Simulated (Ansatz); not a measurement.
Runs of Ansatz 0.2.0 on TePt. It takes space group P-6m2 (No. 187, hexagonal). Conventional cell: a = 3.955 Å, b = 3.955 Å, c = 3.860 Å, α = 90.00°, β = 90.00°, γ = 120.00°. Pt (site symmetry -6m2) is surrounded by 6 Te at 2.99 Å. Around Te (site symmetry -6m2) lie 6 Pt at 2.99 Å. Measurements of this composition are mostly on another form, of space group No. 166.

| task | level | spin | cell | points for each segment of the path | gap on the mesh (eV) | pressure (GPa) | relaxed volume (Å³/atom) |
| --- | --- | --- | --- | --- | --- | --- | --- |
| band structure | r2SCAN | SOC, no magnetisation | as given | 14 | none | -12.9 | - |
| relaxation of cell and atoms | r2SCAN+rVV10 | off | relaxed | - | none | 0.0 | 21.86 |
| relaxation of cell and atoms | r2SCAN+D4 | off | relaxed | - | none | 0.0 | 21.93 |
| relaxation of cell and atoms | r2SCAN | off | relaxed | - | none | 0.0 | (b) |
| relaxation of cell and atoms | r2SCAN+D3(BJ)-ATM | off | relaxed | - | none | 0.0 | 21.93 |
| band structure | r2SCAN | off | as given | 14 | none | -13.3 | - |
| relaxation of cell and atoms | r2SCAN+D3(BJ) | off | relaxed | - | none | 0.0 | (a) |

Alike in all rows: potentials or basis Ansatz PAW; k mesh 8 × 8 × 7; cutoff (eV) 500; smearing fermi-dirac 0.05 eV.

**Question.** Fill in the values left out.

**Answer.** (a) 21.78; (b) 22.20.

Caveats: the PAW data sets come from PBE, with cores solved anew for the run's functional, which leaves a small shift of forces and pressure; the volume moved by over 15 % at a fixed basis, so the end points are rough (some runs); the plane-wave basis is chosen anew once the cell has moved, so the energies of steps on either side of that aren't comparable (some runs); pairwise dispersion overbinds metals, which lowers pressure and volume (some runs); spin-orbit coupling is left out, which moves the levels of the heavy elements (some runs); the dispersion damping was fitted for another functional or another form of the correction (some runs).

A k mesh can miss the band edges, and rows without SOC leave out spin-orbit coupling on Pt, Te.

A gap of «none» marks a metal or a gap under the smearing width.
